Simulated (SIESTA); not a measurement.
**CoO under changes of volume**

One of the cells (11.411 Å³/atom); the others are scaled copies at fixed shape and fractional positions:

```xyz
2
Lattice="1.6022 0.9250 2.5665 -1.6022 0.9250 2.5665 0.0000 -1.8501 2.5665" Properties=species:S:1:pos:R:3 pbc="T T T"
Co    0.0000    0.0000    7.6915
O     0.0000    0.0000    5.7824
```

Measurements of this composition are mostly on another form, of space group No. 225.

```yaml
Program: SIESTA 5.4.2
Functional: PBEsol
Potentials_or_basis: PseudoDojo 0.4 standard (PBEsol files)
Basis: DZP (energy shift 0.003 Ry; two zetas on semicore shells)
Grid_cutoff: 800 Ry
Energy_shift: 0.003 Ry
k_mesh: 8 × 8 × 8
Occupations: fermi-dirac, width 0.05 eV
Spin: collinear spin, ferromagnetic start
Starting_moments: "[2.0, 0.0] μB"
```

```csv
volume (Å³/atom),energy over the lowest point (meV/atom),pressure (GPa),moment (μB per cell),largest force (eV/Å)
10.727,0.00,-0.1,2.45,0.334
10.955,1.24,-1.9,2.63,0.291
11.183,4.95,-3.9,2.76,0.265
11.411,11.86,-6.3,2.83,0.252
11.640,?,?,?,?
11.868,36.07,-10.6,2.92,0.212
12.096,52.57,-12.6,2.95,0.192
```

**Question.** What does the run at 11.640 Å³/atom give?

**Answer.** Energy over the lowest point 22.40 meV/atom; pressure -8.6 GPa; moment 2.88 μB per cell; largest force 0.234 eV/Å.

Worked out: A Birch-Murnaghan fit of order 3 (a polynomial in V^(-2/3)) to the other rows has its minimum at 10.76 Å³/atom with B0 = V·E''(V) = 93 GPa (rough, since the energies scatter) at fixed shape and positions, which overstates the stiffness. It gives 22.35 meV/atom at 11.640 Å³/atom, against the run's 22.40, and -dE/dV = -8.4 GPa, against -8.6. A parabola through the other rows of the moment, of slope 0.211 μB per Å³/atom there, gives 2.90 μB, against the run's 2.88.

Energies are extrapolated to zero smearing.

Caveats: short orbitals over semicore shells can move pressures by several GPa; the basis of atomic orbitals isn't converged, which shifts pressures, moduli and gaps; a cell with one magnetic atom can't hold antiferromagnetic order, which such compounds often take.
